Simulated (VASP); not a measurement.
# PbSe (Fm-3m) in VASP: a series of runs, part 2 of 2

VASP 6.6.1. The steps go on from the part before.

### Step 3. Band structure, LDA

This run uses another cell than the first one, of 27.62 Å³/atom, 0.972 times its volume.

Input file INCAR:

```
SYSTEM = PbSe
PREC     = Accurate       ! precision mode
ENCUT    = 520            ! plane-wave cutoff, eV
EDIFF    = 1E-7           ! SCF threshold, eV
ISMEAR   = 0              ! smearing method
SIGMA    = 0.03           ! smearing width, eV
LREAL    = .False.        ! projectors in reciprocal space
LASPH    = .True.         ! aspherical terms in the spheres
NELM     = 80             ! most SCF steps
ALGO     = Normal         ! electronic algorithm
ISIF     = 2              ! what is computed and relaxed
LWAVE    = .False.        ! write WAVECAR
LCHARG   = .False.        ! write CHGCAR
NBANDS   = 17             ! bands
ICORELEVEL= 1
```

Input file KPOINTS:

```
Automatic mesh
0
Gamma
  8 8 8
  0 0 0
```

Input file POSCAR:

```
PbSe                                    
1.0
    0.0000000000      3.0229038105      3.0229038105
    3.0229038105      0.0000000000      3.0229038105
    3.0229038105      3.0229038105      0.0000000000
  Pb              Se            
     1     1
Direct
     0.0000000000000000    0.0000000000000000    0.0000000000000000
     0.5000000000000000    0.5000000000000000    0.5000000000000000
```

Input file KPOINTS_OPT:

```
explicit points
209
Reciprocal
 0.0000000000  0.0000000000  0.0000000000 1
 0.0263157895  0.0000000000  0.0263157895 1
 0.0526315789  0.0000000000  0.0526315789 1
 0.0789473684  0.0000000000  0.0789473684 1
 0.1052631579  0.0000000000  0.1052631579 1
 0.1315789474  0.0000000000  0.1315789474 1
[... 201 lines left out ...]
 0.4250000000  0.0000000000  0.4250000000 1
 0.4500000000  0.0000000000  0.4500000000 1
```

Potentials or basis: VASP PAW LDA potentials, release 64 (Pb_d, Se).

Run with:

```sh
cat potpaw_LDA.64/Pb_d/POTCAR potpaw_LDA.64/Se/POTCAR > POTCAR
mpirun -np 1 vasp_std > vasp.out
```

It took 62 s on 1 thread of Intel Xeon Platinum 8488C (Sapphire Rapids), shared host; peak memory 0.18 GiB.

The run converged. Its results:

| Item | Value |
| --- | --- |
| Free energy | -9.4583 eV |
| Pressure | 0.0 GPa |
| Band gap on the k mesh | 0.03 eV, direct |
| Band gap along the path | 0.03 eV, direct |

Levels at the corners of the path, in eV from the valence-band top:
| point | band 7 | band 8 | band 9 | band 10 | band 11 | band 12 | band 13 | band 14 |
| --- | --- | --- | --- | --- | --- | --- | --- | --- |
| Γ | -6.36 | -2.08 | -2.08 | -2.08 | 4.65 | 4.65 | 4.65 | 6.36 |
| X | -7.55 | -5.37 | -3.52 | -3.52 | 3.42 | 5.62 | 5.62 | 6.07 |
| X | -7.55 | -5.37 | -3.52 | -3.52 | 3.42 | 5.62 | 5.62 | 6.07 |
| W | -8.26 | -4.58 | -4.58 | -0.88 | 1.71 | 4.85 | 4.85 | 7.68 |
| W | -8.26 | -4.58 | -4.58 | -0.88 | 1.71 | 4.85 | 4.85 | 7.68 |
| K | -8.29 | -4.94 | -2.98 | -2.61 | 3.29 | 3.95 | 5.41 | 5.68 |
| K | -8.29 | -4.94 | -2.98 | -2.61 | 3.29 | 3.95 | 5.41 | 5.68 |
| Γ | -6.36 | -2.08 | -2.08 | -2.08 | 4.65 | 4.65 | 4.65 | 6.36 |
| Γ | -6.36 | -2.08 | -2.08 | -2.08 | 4.65 | 4.65 | 4.65 | 6.36 |
| L | -9.12 | -1.62 | -1.62 | 0.00 | 0.03 | 1.49 | 1.49 | 8.43 |
| L | -9.12 | -1.62 | -1.62 | 0.00 | 0.03 | 1.49 | 1.49 | 8.43 |
| U | -8.29 | -4.94 | -2.98 | -2.61 | 3.29 | 3.95 | 5.41 | 5.68 |
| U | -8.29 | -4.94 | -2.98 | -2.61 | 3.29 | 3.95 | 5.41 | 5.68 |
| W | -8.26 | -4.58 | -4.58 | -0.88 | 1.71 | 4.85 | 4.85 | 7.68 |
| W | -8.26 | -4.58 | -4.58 | -0.88 | 1.71 | 4.85 | 4.85 | 7.68 |
| L | -9.12 | -1.62 | -1.62 | 0.00 | 0.03 | 1.49 | 1.49 | 8.43 |
| L | -9.12 | -1.62 | -1.62 | 0.00 | 0.03 | 1.49 | 1.49 | 8.43 |
| K | -8.29 | -4.94 | -2.98 | -2.61 | 3.29 | 3.95 | 5.41 | 5.68 |
| U | -8.29 | -4.94 | -2.98 | -2.61 | 3.29 | 3.95 | 5.41 | 5.68 |
| X | -7.55 | -5.37 | -3.52 | -3.52 | 3.42 | 5.62 | 5.62 | 6.07 |

Core levels (eV, on the scale of the bands):
| atom | levels |
| --- | --- |
| 1 Pb | 1s -87445.6, 2s -15646.7, 2p -13440.2, 3s -3750.7, 3p -3117.0, 3d -2469.3, 4s -840.8, 4p -632.7, 4d -391.4, 4f -123.7, 5s -133.7, 5p -75.7 |
| 2 Se | 1s -12428.7, 2s -1589.0, 2p -1399.0, 3s -200.7, 3p -141.1, 3d -42.1 |

Caveat: spin-orbit coupling is left out, which as a rule narrows the gap of such compounds by several tenths of an eV.

### Step 4. Band structure, PBE

This run uses another cell than the first one, of 30.05 Å³/atom, 1.057 times its volume.

Input file INCAR:

```
SYSTEM = PbSe
PREC = Accurate
ENCUT = 520
EDIFF = 1E-6
ISMEAR = 0
SIGMA = 0.03
LREAL = .False.
LASPH = .True.
NELM = 80
ALGO = Normal
ISIF = 2
LWAVE = .False.
LCHARG = .False.
GGA = PE
NBANDS = 17
ICORELEVEL = 1
```

KPOINTS is that of step 3.

Input file POSCAR:

```
PbSe                                    
1.0
    0.0000000000      3.1088316880      3.1088316880
    3.1088316880      0.0000000000      3.1088316880
    3.1088316880      3.1088316880      0.0000000000
  Pb              Se            
     1     1
Direct
     0.0000000000000000    0.0000000000000000    0.0000000000000000
     0.5000000000000000    0.5000000000000000    0.5000000000000000
```

Input file KPOINTS_OPT:

```
explicit points
109
Reciprocal
 0.0000000000  0.0000000000  0.0000000000 1
 0.0555555556  0.0000000000  0.0555555556 1
 0.1111111111  0.0000000000  0.1111111111 1
 0.1666666667  0.0000000000  0.1666666667 1
 0.2222222222  0.0000000000  0.2222222222 1
 0.2777777778  0.0000000000  0.2777777778 1
 0.3333333333  0.0000000000  0.3333333333 1
 0.3888888889  0.0000000000  0.3888888889 1
 0.4444444444  0.0000000000  0.4444444444 1
 0.5000000000  0.0000000000  0.5000000000 1
 0.5000000000  0.0000000000  0.5000000000 1
 0.5000000000  0.0277777778  0.5277777778 1
 0.5000000000  0.0555555556  0.5555555556 1
 0.5000000000  0.0833333333  0.5833333333 1
 0.5000000000  0.1111111111  0.6111111111 1
 0.5000000000  0.1388888889  0.6388888889 1
 0.5000000000  0.1666666667  0.6666666667 1
 0.5000000000  0.1944444444  0.6944444444 1
 0.5000000000  0.2222222222  0.7222222222 1
 0.5000000000  0.2500000000  0.7500000000 1
 0.5000000000  0.2500000000  0.7500000000 1
 0.4861111111  0.2638888889  0.7500000000 1
 0.4722222222  0.2777777778  0.7500000000 1
 0.4583333333  0.2916666667  0.7500000000 1
 0.4444444444  0.3055555556  0.7500000000 1
 0.4305555556  0.3194444444  0.7500000000 1
 0.4166666667  0.3333333333  0.7500000000 1
 0.4027777778  0.3472222222  0.7500000000 1
 0.3888888889  0.3611111111  0.7500000000 1
 0.3750000000  0.3750000000  0.7500000000 1
 0.3750000000  0.3750000000  0.7500000000 1
 0.3333333333  0.3333333333  0.6666666667 1
 0.2916666667  0.2916666667  0.5833333333 1
 0.2500000000  0.2500000000  0.5000000000 1
 0.2083333333  0.2083333333  0.4166666667 1
 0.1666666667  0.1666666667  0.3333333333 1
 0.1250000000  0.1250000000  0.2500000000 1
 0.0833333333  0.0833333333  0.1666666667 1
 0.0416666667  0.0416666667  0.0833333333 1
 0.0000000000  0.0000000000  0.0000000000 1
 0.0000000000  0.0000000000  0.0000000000 1
 0.0555555556  0.0555555556  0.0555555556 1
 0.1111111111  0.1111111111  0.1111111111 1
 0.1666666667  0.1666666667  0.1666666667 1
 0.2222222222  0.2222222222  0.2222222222 1
 0.2777777778  0.2777777778  0.2777777778 1
 0.3333333333  0.3333333333  0.3333333333 1
 0.3888888889  0.3888888889  0.3888888889 1
 0.4444444444  0.4444444444  0.4444444444 1
 0.5000000000  0.5000000000  0.5000000000 1
 0.5000000000  0.5000000000  0.5000000000 1
 0.5138888889  0.4722222222  0.5138888889 1
 0.5277777778  0.4444444444  0.5277777778 1
 0.5416666667  0.4166666667  0.5416666667 1
 0.5555555556  0.3888888889  0.5555555556 1
 0.5694444444  0.3611111111  0.5694444444 1
 0.5833333333  0.3333333333  0.5833333333 1
 0.5972222222  0.3055555556  0.5972222222 1
 0.6111111111  0.2777777778  0.6111111111 1
 0.6250000000  0.2500000000  0.6250000000 1
 0.6250000000  0.2500000000  0.6250000000 1
 0.6111111111  0.2500000000  0.6388888889 1
 0.5972222222  0.2500000000  0.6527777778 1
 0.5833333333  0.2500000000  0.6666666667 1
 0.5694444444  0.2500000000  0.6805555556 1
 0.5555555556  0.2500000000  0.6944444444 1
 0.5416666667  0.2500000000  0.7083333333 1
 0.5277777778  0.2500000000  0.7222222222 1
 0.5138888889  0.2500000000  0.7361111111 1
 0.5000000000  0.2500000000  0.7500000000 1
 0.5000000000  0.2500000000  0.7500000000 1
 0.5000000000  0.2777777778  0.7222222222 1
 0.5000000000  0.3055555556  0.6944444444 1
 0.5000000000  0.3333333333  0.6666666667 1
 0.5000000000  0.3611111111  0.6388888889 1
 0.5000000000  0.3888888889  0.6111111111 1
 0.5000000000  0.4166666667  0.5833333333 1
 0.5000000000  0.4444444444  0.5555555556 1
 0.5000000000  0.4722222222  0.5277777778 1
 0.5000000000  0.5000000000  0.5000000000 1
 0.5000000000  0.5000000000  0.5000000000 1
 0.4861111111  0.4861111111  0.5277777778 1
 0.4722222222  0.4722222222  0.5555555556 1
 0.4583333333  0.4583333333  0.5833333333 1
 0.4444444444  0.4444444444  0.6111111111 1
 0.4305555556  0.4305555556  0.6388888889 1
 0.4166666667  0.4166666667  0.6666666667 1
 0.4027777778  0.4027777778  0.6944444444 1
 0.3888888889  0.3888888889  0.7222222222 1
 0.3750000000  0.3750000000  0.7500000000 1
 0.6250000000  0.2500000000  0.6250000000 1
 0.6111111111  0.2222222222  0.6111111111 1
 0.5972222222  0.1944444444  0.5972222222 1
 0.5833333333  0.1666666667  0.5833333333 1
 0.5694444444  0.1388888889  0.5694444444 1
 0.5555555556  0.1111111111  0.5555555556 1
 0.5416666667  0.0833333333  0.5416666667 1
 0.5277777778  0.0555555556  0.5277777778 1
 0.5138888889  0.0277777778  0.5138888889 1
 0.5000000000  0.0000000000  0.5000000000 1
 0.0000000000  0.0000000000  0.0000000000 1
 0.3750000000  0.3750000000  0.7500000000 1
 0.5000000000  0.5000000000  0.5000000000 1
 0.6250000000  0.2500000000  0.6250000000 1
 0.5000000000  0.2500000000  0.7500000000 1
 0.5000000000  0.0000000000  0.5000000000 1
 0.4000000000  0.0000000000  0.4000000000 1
 0.4250000000  0.0000000000  0.4250000000 1
 0.4500000000  0.0000000000  0.4500000000 1
```

Potentials or basis: VASP PAW PBE potentials, release 64 (Pb_d, Se).

Run with:

```sh
cat potpaw_PBE.64/Pb_d/POTCAR potpaw_PBE.64/Se/POTCAR > POTCAR
mpirun -np 1 vasp_std > vasp.out
```

Wall time 34 s (1 thread of Intel Xeon 6975P-C (Granite Rapids), shared host); peak memory 0.22 GiB.

The run converged. Its results:

```yaml
Free_energy: -8.1988 eV
Pressure: 0.0 GPa
Band_gap_on_the_k_mesh: 0.44 eV, direct
Band_gap_along_the_path: 0.44 eV, direct
```

Levels at the corners of the path, in eV from the valence-band top:
```csv
point,band 7,band 8,band 9,band 10,band 11,band 12,band 13,band 14
Γ,-6.34,-1.64,-1.64,-1.64,4.64,4.64,4.64,6.65
X,-7.28,-4.57,-2.91,-2.91,3.92,5.47,5.47,5.88
X,-7.28,-4.57,-2.91,-2.91,3.92,5.47,5.47,5.88
W,-7.82,-3.85,-3.85,-0.67,1.96,4.95,4.95,7.68
W,-7.82,-3.85,-3.85,-0.67,1.96,4.95,4.95,7.68
K,-7.84,-4.18,-2.43,-2.17,3.40,3.98,5.35,5.91
K,-7.84,-4.18,-2.43,-2.17,3.40,3.98,5.35,5.91
Γ,-6.34,-1.64,-1.64,-1.64,4.64,4.64,4.64,6.65
Γ,-6.34,-1.64,-1.64,-1.64,4.64,4.64,4.64,6.65
L,-8.52,-1.26,-1.26,0.00,0.44,1.83,1.83,8.53
L,-8.52,-1.26,-1.26,0.00,0.44,1.83,1.83,8.53
U,-7.84,-4.18,-2.43,-2.17,3.40,3.98,5.35,5.91
U,-7.84,-4.18,-2.43,-2.17,3.40,3.98,5.35,5.91
W,-7.82,-3.85,-3.85,-0.67,1.96,4.95,4.95,7.68
W,-7.82,-3.85,-3.85,-0.67,1.96,4.95,4.95,7.68
L,-8.52,-1.26,-1.26,0.00,0.44,1.83,1.83,8.53
L,-8.52,-1.26,-1.26,0.00,0.44,1.83,1.83,8.53
K,-7.84,-4.18,-2.43,-2.17,3.40,3.98,5.35,5.91
U,-7.84,-4.18,-2.43,-2.17,3.40,3.98,5.35,5.91
X,-7.28,-4.57,-2.91,-2.91,3.92,5.47,5.47,5.88
```

Core levels (eV, on the scale of the bands):
```tsv
atom	levels
1 Pb	1s -88083.0, 2s -15744.5, 2p -13499.3, 3s -3772.8, 3p -3129.3, 3d -2474.3, 4s -847.3, 4p -636.5, 4d -392.9, 4f -123.9, 5s -135.1, 5p -76.8
2 Se	1s -12492.7, 2s -1596.2, 2p -1402.5, 3s -202.8, 3p -142.3, 3d -42.5
```

Caveat: spin-orbit coupling is left out, which as a rule narrows the gap of such compounds by several tenths of an eV.

### Step 5. The runs side by side

```tsv
level	potentials or basis	cell	gap on the mesh (eV)	pressure (GPa)
PBEsol	VASP PAW PBE potentials, release 64 (Pb_d, Se)	Fm-3m, 28.43 Å³/atom	0.17	0.0
LDA	VASP PAW LDA potentials, release 64 (Pb_d, Se)	Fm-3m, 27.62 Å³/atom	0.03	0.0
PBE	VASP PAW PBE potentials, release 64 (Pb_d, Se)	Fm-3m, 30.05 Å³/atom	0.44	0.0
```

Alike in all rows: task band structure; no spin polarisation; k mesh 8 × 8 × 8; cutoff (eV) 520; smearing gaussian 0.03 eV.

Caveats: spin-orbit coupling is left out, which as a rule narrows the gap of such compounds by several tenths of an eV; the PAW data sets were made with another functional, which shifts forces and pressure a little (some runs).

Total energies depend on the potentials used, so only differences within one code and one set of settings carry meaning.

### Step 6. How close it comes

Step 2. A measured gap of PbSe is 0.15 eV (direct; 4.2 K; a printed reference work, monograph); the calculated 0.17 eV misses it by +0.02 eV. 2 values of this kind are on record (0.15 to 0.28 eV); this one was drawn at random. Spin-orbit coupling on Pb, Se is left out. The value is that of PBEsol, without temperature or zero-point motion.

Step 3. Measured gap of PbSe: 0.28 eV (direct; 300 K; a printed reference work, monograph). This calculation gives 0.03 eV (-0.25 eV). 2 values of this kind are on record (0.15 to 0.28 eV); this one was drawn at random. Spin-orbit coupling on Pb, Se is left out. The value is that of LDA, without temperature or zero-point motion. Semilocal functionals fall short of measured gaps as a rule.

Step 4. Against the measured gap of PbSe, 0.28 eV (direct; 300 K; a printed reference work, monograph), the calculated 0.44 eV is off by +0.16 eV. 2 values of this kind are on record (0.15 to 0.28 eV); this one was drawn at random. Spin-orbit coupling on Pb, Se is left out. The value is that of PBE, without temperature or zero-point motion.
